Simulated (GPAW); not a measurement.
Here is a GPAW 26.7.0 calculation.

Contents of run.py:

```python
from ase.dft.bandgap import bandgap
from ase.io import read, write
from ase.units import GPa
from gpaw import GPAW, PW

atoms = read('AlN.xyz')

calc = GPAW(mode=PW(600),
            xc='LDA',
            kpts={'size': (8, 8, 5), 'gamma': True},
            occupations={'name': 'fermi-dirac', 'width': 0.05},
            nbands=18,
            convergence={'density': 1e-05, 'energy': 1e-05},
            maxiter=80,
            txt='gpaw.txt')
atoms.calc = calc
energy = atoms.get_potential_energy()
forces = atoms.get_forces()
stress = atoms.get_stress()
calc.write('gs.gpw')
write('result.traj', atoms)
print(f'Energy: {energy:.6f} eV')
print('Forces (eV/A):')
print(forces.round(4))
print('Stress (GPa):', (stress / GPa).round(3))
print('Fermi level:', round(calc.get_fermi_level(), 4), 'eV')
print(f'Gap: {bandgap(calc)[0]:.4f} eV, direct: {bandgap(calc, direct=True)[0]:.4f} eV')
```

File AlN.xyz:

```xyz
4
Lattice="3.1130000000 0.0000000000 0.0000000000 -1.5565000000 2.6959370820 0.0000000000 0.0000000000 0.0000000000 4.9810000000" Properties=species:S:1:pos:R:3 pbc="T T T"
Al     1.5565000002      0.8986456939      2.4905000000
Al    -0.0000000002      1.7972913881      0.0000000000
N      1.5565000002      0.8986456939      4.3832800000
N     -0.0000000002      1.7972913881      1.8927800000
```

Potentials or basis: the program's PAW data sets (release 1.2.1) made for this functional, pw.

The run is started by

```console
$ OMP_NUM_THREADS=1 python run.py
```

(1) Predict the pressure.

(2) Estimate the band gap on the k mesh.

## Answers

(1) -10.6 GPa.

(2) 4.25 eV, direct.

Caveat: the cutoff is short for stress and forces, so pressures can be off by a GPa or more.

**Experimental background.**

“Self-assembly of well-separated AlN nanowires directly on sputtered metallic TiN films”, 2019, arxiv:1910.07391 quotes, for a bulk crystal of AlN at 10 K: band gap 6.034 eV (an exciton energy, a little under the gap).

Measured gap of AlN: 6.034 eV (an exciton energy, a little under the gap; 10 K; quoted in “Self-assembly of well-separated AlN nanowires directly on sputtered metallic TiN films”, 2019, arxiv:1910.07391). This calculation gives 4.25 eV (-1.79 eV). 2 values of this kind are on record (6.034 to 6.0343 eV); this one was drawn at random. The value is that of LDA, without temperature or zero-point motion. Semilocal functionals fall short of measured gaps as a rule.
